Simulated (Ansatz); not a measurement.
## SiNi$_{2}$: axial (c/a) deformation path

Theory: DFT PBEsol, scalar-relativistic, plane waves, PAW (Ansatz). The runs took a 420 eV cutoff, a Γ-centred 18×18×12 mesh and Gaussian smearing (0.15 eV). No spin polarisation. A magnetic state may lie lower. Energies are free energies at this smearing, counted from the undisturbed cell; pressure is positive in compression.

The undisturbed cell (relaxed at this level; it needn't be the usual structure):

```
Si Ni
1.0
     3.86846    0.00000    0.00000
    -1.93423    3.35019    0.00000
     0.00000    0.00000    4.91699
Si Ni
2 4
Direct
  0.33333 0.66667 0.75000
  0.66667 0.33333 0.25000
  0.00000 0.00000 0.00000
  0.00000 0.00000 0.50000
  0.33333 0.66667 0.25000
  0.66667 0.33333 0.75000
```

At fixed volume and fractional coordinates, lengths along (0.000, 0.000, 1.000) are scaled against those across it; ρ is that ratio over its starting value. The cell is metallic on the mesh throughout.

```tsv
ρ	ΔE (meV/atom)	pressure (GPa)
0.850	207.0	4.7
0.920	48.8	0.1
1.000	0.0	0.0
1.100	50.2	4.4
1.200	167.1	11.2
```

Cost: 5 runs of about 3.1 core-minutes in all, on Arm Neoverse V2 (shared hosts).